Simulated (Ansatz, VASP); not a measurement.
One calculation of C, two programs

```
CELL_PARAMETERS angstrom
0.00000 1.88007 1.70710
1.88007 0.00000 1.70710
1.88007 1.88007 0.00000
ATOMIC_POSITIONS crystal
C 0.50000 0.50000 0.50000
C 0.75000 0.75000 0.75000
```

Alike in both runs: task single point; functional LDA; k mesh 12 × 12 × 12; occupations gaussian, width 0.05 eV; no spin polarisation.

```csv
,VASP,Ansatz
version,VASP 6.6.1,Ansatz 0.2.0
potentials or method,"VASP PAW LDA potentials, release 64 (C)","scalar-relativistic, plane waves, PAW"
plane-wave cutoff (eV),520,520
valence electrons in the cell,8,8
```

VASP gave:

```
gap on the k mesh at the Fermi level (eV) : 1.74
least direct gap on the mesh (eV)         : 3.86
```

Problem. Which values does Ansatz return?

Solution. gap on the k mesh at the Fermi level (eV): 1.75; least direct gap on the mesh (eV): 3.86.

Ansatz warned: «pseudo_functional_mismatch».
